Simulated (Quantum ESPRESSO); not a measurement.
Ti:

```
Ti
1.0
     2.95000    0.00000    0.00000
    -1.47500    2.55477    0.00000
     0.00000    0.00000    4.68000
Ti
2
Direct
  0.66667 0.33333 0.75000
  0.33333 0.66667 0.25000
```

* Program: Quantum ESPRESSO 7.5
* Task: phonons and electron-phonon coupling
* Functional: PBEsol
* Potentials or basis: GBRV 1.5 PBEsol
* Cutoff: 612 eV
* Density cutoff: 4898 eV
* k mesh: 9 × 9 × 4
* Occupations: methfessel-paxton, width 0.272 eV
* Spin: no spin polarisation
* Mixing beta: 0.5
* Most SCF iterations: 120
* SCF threshold: 4e-10 Ry
* q mesh: 3 × 3 × 2

The cell and the atoms were relaxed first, to 16.70 Å³/atom (a = 2.904 Å, b = 2.904 Å, c = 4.574 Å, α = 90.00°, β = 90.00°, γ = 120.00°), and the response was taken there.

```
CELL_PARAMETERS angstrom
2.90357 0.00000 0.00000
-1.45179 2.51457 0.00000
0.00000 0.00000 4.57406
ATOMIC_POSITIONS crystal
Ti 0.66667 0.33333 0.75000
Ti 0.33333 0.66667 0.25000
```

Levels for the coupling come from a 27 × 27 × 12 mesh; ten broadenings of the double delta from 0.07 to 0.68 eV; Tc from the McMillan formula in the Allen-Dynes form.

**Question.** How strong is the electron-phonon coupling, and what superconducting temperature follows?

**Answer.** Over broadenings from 0.27 to 0.54 eV, λ lies between 0.66 and 0.74 and ω_log near 216 K, which gives Tc from 6.4 to 8.7 K at μ* = 0.10 and from 4.7 to 6.8 K at μ* = 0.13.

Electron-phonon coupling by broadening of the double delta (levels on a 27 × 27 × 12 mesh):
| broadening (eV) | λ | N(E_F) (states/eV a spin and cell) | ω_log (K) | Tc, μ* 0.10 (K) | Tc, μ* 0.13 (K) |
| --- | --- | --- | --- | --- | --- |
| 0.07 | 0.83 | 0.952 | 206 | 10.4 | 8.5 |
| 0.14 | 0.66 | 1.004 | 209 | 6.3 | 4.7 |
| 0.20 | 0.65 | 1.058 | 211 | 6.1 | 4.5 |
| 0.27 | 0.66 | 1.100 | 213 | 6.4 | 4.7 |
| 0.34 | 0.68 | 1.151 | 215 | 6.8 | 5.2 |
| 0.41 | 0.70 | 1.212 | 217 | 7.4 | 5.7 |
| 0.48 | 0.72 | 1.272 | 218 | 8.1 | 6.3 |
| 0.54 | 0.74 | 1.326 | 218 | 8.7 | 6.8 |
| 0.61 | 0.76 | 1.372 | 218 | 9.1 | 7.2 |
| 0.68 | 0.77 | 1.410 | 218 | 9.5 | 7.6 |

Phonon frequencies at the corners of the path (cm⁻¹, interpolated; i marks imaginary ones):
| point | frequencies |
| --- | --- |
| Γ | 0 0 0 134 134 218 |
| M | 107 144 216 237 262 273 |
| K | 184 184 206 206 234 291 |
| A | 92 92 92 92 202 202 |
| L | 175 175 183 183 288 288 |
| H | 61 61 259 259 275 275 |

Eliashberg function at a broadening of 0.27 eV:
```
cm⁻¹    α²F
   7  0.000
  22  0.000
  37  0.002
  51  0.006
  66  0.012
  81  0.074
  95  0.156
 110  0.339
 125  0.389
 140  0.299
 154  0.270
 169  0.159
 184  0.122
 198  0.287
 213  0.218
 228  0.317
 242  0.207
 257  0.343
 272  0.383
 286  0.014
```

The smallest broadenings aren't converged on these meshes, and μ* is assumed, not computed; spin fluctuations are left out.

Caveat: the k mesh is coarse; the mesh is thin for the phonons of a metal; λ from interpolated matrix elements is rough: modes that symmetry makes equal can differ by tens of percent.
